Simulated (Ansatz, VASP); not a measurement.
## CaO (Lime) in VASP and in Ansatz

```
Ca O
1.0
     0.00000    2.34860    2.34860
     2.34860    0.00000    2.34860
     2.34860    2.34860    0.00000
Ca O
1 1
Direct
  0.00000 0.00000 0.00000
  0.50000 0.50000 0.50000
```

Alike in both runs: task single point; functional r2SCAN; k mesh 8 × 8 × 8; no spin polarisation.

|  | VASP | Ansatz |
| --- | --- | --- |
| version | VASP 6.6.1 | Ansatz 0.2.0 |
| potentials or method | VASP PAW PBE potentials, release 64 (Ca_sv, O) | plane waves, PAW |
| plane-wave cutoff (eV) | 520 | 500 |
| occupations | gaussian, width 0.01 eV | fixed |
| valence electrons in the cell | 16 | 16 |

```csv
,VASP,Ansatz,Ansatz less VASP
gap on the k mesh at the Fermi level (eV),4.16,4.17,+0.016
pressure (GPa),9.7,8.3,-1.46
```

Caveats: the PAW data sets were made with another functional, which shifts forces and pressure a little (VASP). A k mesh can miss the band edges. r2SCAN opens gaps a little over a GGA but as a rule still falls short of measured ones.
